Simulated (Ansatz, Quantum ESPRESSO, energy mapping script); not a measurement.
# MnS (Browneite): energy mapping under PBE+U (4 eV), QE, GBRV, part 2 of 3

How strongly do the moments of MnS (Browneite) couple under PBE+U (4 eV), QE, GBRV? The plan is to run several orders and fit a Heisenberg model.

PBE with U = 4 eV on Mn d, ortho-atomic projectors; plane waves, U on orthogonalised atomic orbitals unless named otherwise, collinear spin, no spin–orbit coupling.

So far. Step 3 (Order 1: parallel, cell A of 4 atoms): The run ends ferromagnetic.

## (4) Order 2: compensated +−, cell A of 4 atoms

Level of this step: PBE with U = 4 eV on Mn d, ortho-atomic projectors, GBRV potentials (Quantum ESPRESSO).

This order reverses 8 of the 12 neighbours at 3.96 Å, 0 of the 6 neighbours at 5.60 Å and 16 of the 24 neighbours at 6.86 Å, counted for an average magnetic atom.

pw.in reads:

```
&control
  calculation = 'scf'
  prefix = 'pw'
  outdir = './tmp/'
  pseudo_dir = './pseudo/'
  verbosity = 'low'
/
&system
  ibrav = 0
  nat = 4
  ntyp = 3
  ecutwfc = 45
  ecutrho = 360
  nbnd = 33
  occupations = 'smearing'
  smearing = 'fd'
  degauss = 0.00367493
  nspin = 2
  starting_magnetization(1) = 0.3000
  starting_magnetization(2) = -0.3000
/
&electrons
  conv_thr = 1.0e-08
  electron_maxstep = 120
  mixing_beta = 0.3
  mixing_mode = 'plain'
/
ATOMIC_SPECIES
  Mn1 54.9380 Mn.upf
  Mn2 54.9380 Mn.upf
  S 32.0600 S.upf
CELL_PARAMETERS angstrom
  0.00000000 -2.80000000 -2.80000000
  0.00000000 2.80000000 -2.80000000
  5.60000000 0.00000000 0.00000000
ATOMIC_POSITIONS crystal
  Mn1 0.50000000 0.50000000 0.50000000
  Mn2 0.00000000 0.00000000 0.00000000
  S 0.00000000 0.50000000 0.75000000
  S 0.50000000 0.00000000 0.25000000
K_POINTS automatic
  5 5 4 0 0 0
HUBBARD {ortho-atomic}
U Mn1-3d 4
U Mn2-3d 4
```

On the command line:

```sh
$ OMP_NUM_THREADS=1 mpirun -n 4 pw.x -nk 4 -in pw.in > pw.out
```

Output:

```text
[banner, memory and clock lines left out]
Program PWSCF v.7.5 starts
[...]
unit-cell volume          =     592.5578 (a.u.)^3
     number of atoms/cell      =            4
[...]
number of electrons       =        42.00
     number of Kohn-Sham states=           33
     kinetic-energy cutoff     =      45.0000  Ry
     charge density cutoff     =     360.0000  Ry
     scf convergence threshold =      1.0E-08
[...]
Exchange-correlation=  SLA  PW   PBX  PBC
[...]
Hubbard projectors: ortho-atomic
     Hubbard parameters of DFT+U (Dudarev formulation) in eV:
[...]
atomic species   magnetization
[...]
8 Sym. Ops. (no inversion) found
[...]
number of k points=    18  Fermi-Dirac smearing, width (Ry)=  0.0037
[...]
Number of occupied Hubbard levels =   10.0000
     Atomic wfc used for Hubbard projectors are orthogonalized
[...]
iteration #  1     ecut=    45.00 Ry     beta= 0.30
[...]
Number of occupied Hubbard levels =    9.9512
     total energy              =    -470.45413060 Ry
     estimated scf accuracy    <       1.07680018 Ry
     total magnetization       =     0.00 Bohr mag/cell
     absolute magnetization    =     9.50 Bohr mag/cell
     iteration #  2     ecut=    45.00 Ry     beta= 0.30
[...]
total energy              =    -470.64998492 Ry
     estimated scf accuracy    <       0.04652335 Ry
     total magnetization       =     0.00 Bohr mag/cell
     absolute magnetization    =     9.61 Bohr mag/cell
     iteration #  3     ecut=    45.00 Ry     beta= 0.30
[...]
total energy              =    -470.66747837 Ry
     estimated scf accuracy    <       0.02168743 Ry
     total magnetization       =     0.00 Bohr mag/cell
     absolute magnetization    =     9.60 Bohr mag/cell
[...]
total energy              =    -470.67044743 Ry
[...]
iteration # 11     ecut=    45.00 Ry     beta= 0.30
[...]
total energy              =    -470.67044738 Ry
     estimated scf accuracy    <       0.00000023 Ry
     total magnetization       =     0.00 Bohr mag/cell
     absolute magnetization    =     9.66 Bohr mag/cell
     iteration # 12     ecut=    45.00 Ry     beta= 0.30
[...]
Magnetic moment per site  (integrated on atomic sphere of radius R)
     atom   1 (R=0.253)  charge= 12.9106  magn=  4.2924
     atom   2 (R=0.253)  charge= 12.9112  magn= -4.2927
     atom   3 (R=0.253)  charge=  4.2452  magn= -0.0000
[...]
eigenvectors (columns):
[...]
occupation matrix ns (before diag.):
[...]
------------------------ ATOM    2 ------------------------
     Tr[ns(  2)] (up, down, total) =   0.30747  4.94715  5.25462
     Atomic magnetic moment for atom   2 =  -4.63968
     SPIN  1
     eigenvalues:
[...]
eigenvectors (columns):
[...]
occupation matrix ns (before diag.):
[...]
SPIN  2
     eigenvalues:
[...]
eigenvectors (columns):
[...]
occupation matrix ns (before diag.):
[...]
-0.000  0.000  0.000  0.995 -0.000
       0.000  0.000  0.000 -0.000  0.986
     Number of occupied Hubbard levels =   10.5092
 ------ SPIN UP ------------
          k = 0.0000 0.0000 0.0000 (  2983 PWs)   bands (ev):
   -74.9339 -69.8760 -43.6685 -43.6591 -43.6591 -38.7177 -38.7177 -38.7137
    -6.1916  -5.3370   1.2562   1.4008   1.4008   1.6015   2.1519   3.1349
     4.1797   4.1797   5.6864   6.0484   6.0484   8.8362   9.5284   9.7782
[...]
16.9287
          k = 0.1768 0.0000 0.0000 (  3015 PWs)   bands (ev):
[...]
16.1344
          k =-0.3536 0.0000-0.0000 (  2982 PWs)   bands (ev):
[...]
15.8347
          k = 0.0000 0.1414-0.1414 (  2996 PWs)   bands (ev):
[...]
k = 0.1768 0.1414-0.1414 (  3014 PWs)   bands (ev):
[...]
k =-0.3536 0.1414-0.1414 (  3008 PWs)   bands (ev):
[...]
k = 0.0000 0.2828-0.2828 (  3028 PWs)   bands (ev):
[...]
k =-0.3536 0.2828-0.2828 (  3004 PWs)   bands (ev):
[...]
------ SPIN DOWN ----------
          k = 0.0000 0.0000 0.0000 (  2983 PWs)   bands (ev):
[...]
k = 0.1768 0.0000 0.0000 (  3015 PWs)   bands (ev):
[...]
k =-0.3536 0.1414-0.4243 (  3016 PWs)   bands (ev):
[...]
k = 0.0000 0.0000-0.5657 (  3048 PWs)   bands (ev):
[...]
k = 0.1768 0.0000-0.5657 (  3029 PWs)   bands (ev):
[...]
16.4577
          k =-0.3536 0.0000-0.5657 (  3028 PWs)   bands (ev):
[...]
2.9817   3.7176   4.0594   4.6087   4.7781   9.4542   9.5337  10.1326
    10.2726  10.5499  12.8740  12.9585  13.0445  14.0110  14.1558  14.7572
    15.9079
     the Fermi energy is     7.2719 ev
!    total energy              =    -470.67044745 Ry
     estimated scf accuracy    <          2.1E-09 Ry
     smearing contrib. (-TS)   =      -0.00000000 Ry
     internal energy E=F+TS    =    -470.67044745 Ry
     The total energy is F=E-TS. E is the sum of the following terms:
     one-electron contribution =    -315.59006631 Ry
     hartree contribution      =     168.67551161 Ry
     xc contribution           =     -70.41736068 Ry
     ewald contribution        =    -253.43760863 Ry
     Hubbard energy            =       0.09907654 Ry
     total magnetization       =     0.00 Bohr mag/cell
     absolute magnetization    =     9.66 Bohr mag/cell
     convergence has been achieved in  12 iterations
```

Wall time 27 s (4 MPI ranks of Intel Xeon Platinum 8559C (Emerald Rapids), shared host); peak memory 0.66 GiB; 1.8 min of CPU time.

Spin moment in the sphere by atom:

```csv
atom,spin moment in the sphere (μB)
Mn1,4.29
Mn2,-4.29
S3,0.00
S4,0.00
```

The run ends antiferromagnetic, 104.08 meV a magnetic atom below the parallel order of its cell.

## (5) Order 3: parallel, cell B of 4 atoms

A new cell needs its own zero of energy.

This run holds the same structure in another cell (c 5.600 → 6.859 Å, α 90.0 → 73.2°, β 90.0 → 73.2°, γ 90.0 → 60.0°).

pw.in reads:

```
&control
  calculation = 'scf'
  prefix = 'pw'
  outdir = './tmp/'
  pseudo_dir = './pseudo/'
  verbosity = 'low'
/
&system
  ibrav = 0
  nat = 4
  ntyp = 2
  ecutwfc = 45
  ecutrho = 360
  nbnd = 38
  occupations = 'smearing'
  smearing = 'fd'
  degauss = 0.00367493
  nspin = 2
  starting_magnetization(1) = 0.3000
/
&electrons
  conv_thr = 1.0e-08
  electron_maxstep = 120
  mixing_beta = 0.3
  mixing_mode = 'plain'
/
ATOMIC_SPECIES
  Mn 54.9380 Mn.upf
  S 32.0600 S.upf
CELL_PARAMETERS angstrom
  0.00000000 -2.80000000 -2.80000000
  -2.80000000 0.00000000 -2.80000000
  2.80000000 2.80000000 -5.60000000
ATOMIC_POSITIONS crystal
  Mn 0.50000000 0.50000000 0.50000000
  Mn 0.00000000 0.00000000 0.00000000
  S 0.12500000 0.12500000 0.62500000
  S 0.62500000 0.62500000 0.12500000
K_POINTS automatic
  6 6 6 0 0 0
HUBBARD {ortho-atomic}
U Mn-3d 4
```

Output:

```text
[banner, memory and clock lines left out]
Program PWSCF v.7.5 starts
[...]
unit-cell volume          =     592.5578 (a.u.)^3
     number of atoms/cell      =            4
[...]
number of electrons       =        42.00
     number of Kohn-Sham states=           38
     kinetic-energy cutoff     =      45.0000  Ry
     charge density cutoff     =     360.0000  Ry
[...]
The total energy is F=E-TS. E is the sum of the following terms:
     one-electron contribution =    -315.49617270 Ry
     hartree contribution      =     168.64580383 Ry
     xc contribution           =     -70.45148581 Ry
     ewald contribution        =    -253.43760863 Ry
     Hubbard energy            =       0.08416909 Ry
     total magnetization       =    10.00 Bohr mag/cell
     absolute magnetization    =    10.00 Bohr mag/cell
     convergence has been achieved in  10 iterations
[key lines of the parts left out:]
!    total energy              =    -470.65529422 Ry
the Fermi energy is     7.7984 ev
```

Elapsed: 39 s, on 4 MPI ranks; peak memory 0.73 GiB; 2.6 min of CPU time.

The run ends ferromagnetic. For each magnetic atom its energy differs from the parallel run of the first cell by -0.99 meV, an error that one common reference would have brought in.

## (6) Run 4 (compensated +−; cell B, 4 atoms)

This order reverses 6 of the 12 neighbours at 3.96 Å, 6 of the 6 neighbours at 5.60 Å and 12 of the 24 neighbours at 6.86 Å, counted for an average magnetic atom.

Changes to pw.in since step 5:

```diff
@@ -10,6 +10,6 @@
   nat = 4
-  ntyp = 2
+  ntyp = 3
   ecutwfc = 45
   ecutrho = 360
-  nbnd = 38
+  nbnd = 33
   occupations = 'smearing'
@@ -19,2 +19,3 @@
   starting_magnetization(1) = 0.3000
+  starting_magnetization(2) = -0.3000
 /
@@ -27,3 +28,4 @@
 ATOMIC_SPECIES
-  Mn 54.9380 Mn.upf
+  Mn1 54.9380 Mn.upf
+  Mn2 54.9380 Mn.upf
   S 32.0600 S.upf
@@ -34,4 +36,4 @@
 ATOMIC_POSITIONS crystal
-  Mn 0.50000000 0.50000000 0.50000000
-  Mn 0.00000000 0.00000000 0.00000000
+  Mn1 0.50000000 0.50000000 0.50000000
+  Mn2 0.00000000 0.00000000 0.00000000
   S 0.12500000 0.12500000 0.62500000
@@ -41,2 +43,3 @@
 HUBBARD {ortho-atomic}
-U Mn-3d 4
+U Mn1-3d 4
+U Mn2-3d 4
```

Output:

```text
[banner, memory and clock lines left out]
Program PWSCF v.7.5 starts
[...]
unit-cell volume          =     592.5578 (a.u.)^3
     number of atoms/cell      =            4
[...]
number of electrons       =        42.00
     number of Kohn-Sham states=           33
     kinetic-energy cutoff     =      45.0000  Ry
     charge density cutoff     =     360.0000  Ry
[...]
The total energy is F=E-TS. E is the sum of the following terms:
     one-electron contribution =    -315.56572863 Ry
     hartree contribution      =     168.66530848 Ry
     xc contribution           =     -70.42469086 Ry
     ewald contribution        =    -253.43760863 Ry
     Hubbard energy            =       0.09566040 Ry
     total magnetization       =    -0.00 Bohr mag/cell
     absolute magnetization    =     9.72 Bohr mag/cell
     convergence has been achieved in  12 iterations
[key lines of the parts left out:]
!    total energy              =    -470.66705924 Ry
the Fermi energy is     7.6586 ev
```

Wall time 42 s (4 MPI ranks); peak memory 0.72 GiB; 2.8 min of CPU time.

The run ends antiferromagnetic, 80.04 meV a magnetic atom below the parallel order of its cell.

## (7) Run 5 (parallel; cell C, 6 atoms)

The parallel order again, as the reference for this cell.

pw.in reads:

```
&control
  calculation = 'scf'
  prefix = 'pw'
  outdir = './tmp/'
  pseudo_dir = './pseudo/'
  verbosity = 'low'
/
&system
  ibrav = 0
  nat = 6
  ntyp = 2
  ecutwfc = 45
  ecutrho = 360
  nbnd = 54
  occupations = 'smearing'
  smearing = 'fd'
  degauss = 0.00367493
  nspin = 2
  starting_magnetization(1) = 0.3000
/
&electrons
  conv_thr = 1.5e-08
  electron_maxstep = 120
  mixing_beta = 0.3
  mixing_mode = 'plain'
/
ATOMIC_SPECIES
  Mn 54.9380 Mn.upf
  S 32.0600 S.upf
CELL_PARAMETERS angstrom
  0.00000000 -2.80000000 -2.80000000
  -5.60000000 0.00000000 0.00000000
  2.80000000 5.60000000 -2.80000000
ATOMIC_POSITIONS crystal
  Mn 0.66666667 0.66666667 0.33333333
  Mn 0.33333333 0.33333333 0.66666667
  Mn 0.00000000 0.00000000 0.00000000
  S 0.16666667 0.41666667 0.33333333
  S 0.83333333 0.08333333 0.66666667
  S 0.50000000 0.75000000 0.00000000
K_POINTS automatic
  6 6 6 0 0 0
HUBBARD {ortho-atomic}
U Mn-3d 4
```

Output:

```text
[banner, memory and clock lines left out]
Program PWSCF v.7.5 starts
[...]
unit-cell volume          =     888.8366 (a.u.)^3
     number of atoms/cell      =            6
[...]
number of electrons       =        63.00
     number of Kohn-Sham states=           54
     kinetic-energy cutoff     =      45.0000  Ry
     charge density cutoff     =     360.0000  Ry
[...]
The total energy is F=E-TS. E is the sum of the following terms:
     one-electron contribution =    -473.24369965 Ry
     hartree contribution      =     252.96778126 Ry
     xc contribution           =    -105.67696129 Ry
     ewald contribution        =    -380.15641294 Ry
     Hubbard energy            =       0.12626070 Ry
     total magnetization       =    15.00 Bohr mag/cell
     absolute magnetization    =    15.00 Bohr mag/cell
     convergence has been achieved in  11 iterations
[key lines of the parts left out:]
!    total energy              =    -705.98303192 Ry
the Fermi energy is     7.7956 ev
```

Wall time 2.4 min (4 MPI ranks); peak memory 1.2 GiB; 9.8 min of CPU time.

The run ends ferromagnetic. For each magnetic atom its energy differs from the parallel run of the first cell by -1.40 meV, an error that one common reference would have brought in.

## (8) Run 6 (uncompensated ++−; cell C, 6 atoms)

This order reverses 6.67 of the 12 neighbours at 3.96 Å, 2.67 of the 6 neighbours at 5.60 Å and 8 of the 24 neighbours at 6.86 Å, counted for an average magnetic atom.

Changes to pw.in since step 7:

```diff
@@ -10,6 +10,6 @@
   nat = 6
-  ntyp = 2
+  ntyp = 3
   ecutwfc = 45
   ecutrho = 360
-  nbnd = 54
+  nbnd = 49
   occupations = 'smearing'
@@ -19,2 +19,3 @@
   starting_magnetization(1) = 0.3000
+  starting_magnetization(2) = -0.3000
 /
@@ -27,3 +28,4 @@
 ATOMIC_SPECIES
-  Mn 54.9380 Mn.upf
+  Mn1 54.9380 Mn.upf
+  Mn2 54.9380 Mn.upf
   S 32.0600 S.upf
@@ -34,5 +36,5 @@
 ATOMIC_POSITIONS crystal
-  Mn 0.66666667 0.66666667 0.33333333
-  Mn 0.33333333 0.33333333 0.66666667
-  Mn 0.00000000 0.00000000 0.00000000
+  Mn1 0.66666667 0.66666667 0.33333333
+  Mn1 0.33333333 0.33333333 0.66666667
+  Mn2 0.00000000 0.00000000 0.00000000
   S 0.16666667 0.41666667 0.33333333
@@ -43,2 +45,3 @@
 HUBBARD {ortho-atomic}
-U Mn-3d 4
+U Mn1-3d 4
+U Mn2-3d 4
```

Output:

```text
[banner, memory and clock lines left out]
Program PWSCF v.7.5 starts
[...]
unit-cell volume          =     888.8366 (a.u.)^3
     number of atoms/cell      =            6
[...]
number of electrons       =        63.00
     number of Kohn-Sham states=           49
     kinetic-energy cutoff     =      45.0000  Ry
     charge density cutoff     =     360.0000  Ry
[...]
The total energy is F=E-TS. E is the sum of the following terms:
     one-electron contribution =    -473.36624638 Ry
     hartree contribution      =     253.00706512 Ry
     xc contribution           =    -105.63249886 Ry
     ewald contribution        =    -380.15641294 Ry
     Hubbard energy            =       0.14551952 Ry
     total magnetization       =     5.00 Bohr mag/cell
     absolute magnetization    =    14.54 Bohr mag/cell
     convergence has been achieved in  12 iterations
[key lines of the parts left out:]
!    total energy              =    -706.00257354 Ry
the Fermi energy is     7.7680 ev
```

The job ended after 2.3 min (4 MPI ranks; peak memory 1.2 GiB).

The run ends ferrimagnetic, 88.63 meV a magnetic atom below the parallel order of its cell.

## (9) Order 7: parallel, cell D of 6 atoms

A new cell needs its own zero of energy.

This run holds the same structure in another cell (b 5.600 → 3.960 Å, c 6.859 → 9.699 Å, α 114.1 → 90.0°, β 106.8 → 90.0°, γ 90.0 → 120.0°).

pw.in reads:

```
&control
  calculation = 'scf'
  prefix = 'pw'
  outdir = './tmp/'
  pseudo_dir = './pseudo/'
  verbosity = 'low'
/
&system
  ibrav = 0
  nat = 6
  ntyp = 2
  ecutwfc = 45
  ecutrho = 360
  nbnd = 54
  occupations = 'smearing'
  smearing = 'fd'
  degauss = 0.00367493
  nspin = 2
  starting_magnetization(1) = 0.3000
/
&electrons
  conv_thr = 1.5e-08
  electron_maxstep = 120
  mixing_beta = 0.3
  mixing_mode = 'plain'
/
ATOMIC_SPECIES
  Mn 54.9380 Mn.upf
  S 32.0600 S.upf
CELL_PARAMETERS angstrom
  0.00000000 2.80000000 2.80000000
  -2.80000000 0.00000000 -2.80000000
  -5.60000000 -5.60000000 5.60000000
ATOMIC_POSITIONS crystal
  Mn 0.00000000 0.00000000 0.00000000
  Mn 0.33333333 0.66666667 0.66666667
  Mn 0.66666667 0.33333333 0.33333333
  S 0.33333333 0.66666667 0.91666667
  S 0.66666667 0.33333333 0.58333333
  S 0.00000000 0.00000000 0.25000000
K_POINTS automatic
  6 6 3 0 0 0
HUBBARD {ortho-atomic}
U Mn-3d 4
```

Output:

```text
[banner, memory and clock lines left out]
Program PWSCF v.7.5 starts
[...]
unit-cell volume          =     888.8366 (a.u.)^3
     number of atoms/cell      =            6
[...]
number of electrons       =        63.00
     number of Kohn-Sham states=           54
     kinetic-energy cutoff     =      45.0000  Ry
     charge density cutoff     =     360.0000  Ry
[...]
The total energy is F=E-TS. E is the sum of the following terms:
     one-electron contribution =    -473.24467856 Ry
     hartree contribution      =     252.96921806 Ry
     xc contribution           =    -105.67731222 Ry
     ewald contribution        =    -380.15641294 Ry
     Hubbard energy            =       0.12625125 Ry
     total magnetization       =    15.00 Bohr mag/cell
     absolute magnetization    =    15.00 Bohr mag/cell
     convergence has been achieved in  11 iterations
[key lines of the parts left out:]
!    total energy              =    -705.98293442 Ry
the Fermi energy is     7.7989 ev
```

Elapsed: 51 s, on 4 MPI ranks; peak memory 0.86 GiB; 3.4 min of CPU time.

The run ends ferromagnetic. For each magnetic atom its energy differs from the parallel run of the first cell by -0.96 meV, an error that one common reference would have brought in.

[end of part 2 of 3]

[Logs and program files are shortened in this print: banners, set-up blocks, solver, clock and traceback lines can be left out without a mark of their own.]

[Logs are printed without paths, hosts, clocks, repeated set-up lines and the standing remarks that a program may print on its own settings, such as how far it seeks lower states.]

[Hosts, paths, dates, database ids (printed as entryN), source tags and the programs' standing remarks are cut or masked in the printed files.]

[Where a cell is said to come from a database of computed structures, the database is the Materials Project.]
